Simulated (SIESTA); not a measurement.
Cu:

```
Cu
1.0
     2.53410    0.00000    0.00000
    -1.26705    2.19459    0.00000
     0.00000    0.00000    4.11257
Cu
2
Direct
  0.66667 0.33333 0.75000
  0.33333 0.66667 0.25000
```

This isn't the form of Cu at room conditions, which is fcc.

Base run:

| Property | Result |
| --- | --- |
| Program | SIESTA 5.4.2 |
| Functional | LDA |
| Potentials or basis | PseudoDojo 0.4 standard (LDA files) |
| Basis | DZP (energy shift 0.003 Ry; two zetas on semicore shells) |
| Grid cutoff | 800 Ry |
| Energy shift | 0.003 Ry |
| k mesh | 12 × 12 × 7 |
| Occupations | fermi-dirac, width 0.05 eV |
| Spin | no spin polarisation |

Its results: band gap on the k mesh none (metal or under the smearing width); pressure -8.5 GPa.

The run is repeated on the same cell with these changes: functional from LDA to PBEsol; potentials or basis from PseudoDojo 0.4 standard (LDA files) to PseudoDojo 0.4 standard (PBEsol files). What comes out?

Band gap on the k mesh none (metal or under the smearing width); pressure -1.7 GPa.

Caveats: short orbitals over semicore shells can move pressures by several GPa; the basis of atomic orbitals isn't converged, which shifts pressures, moduli and gaps.
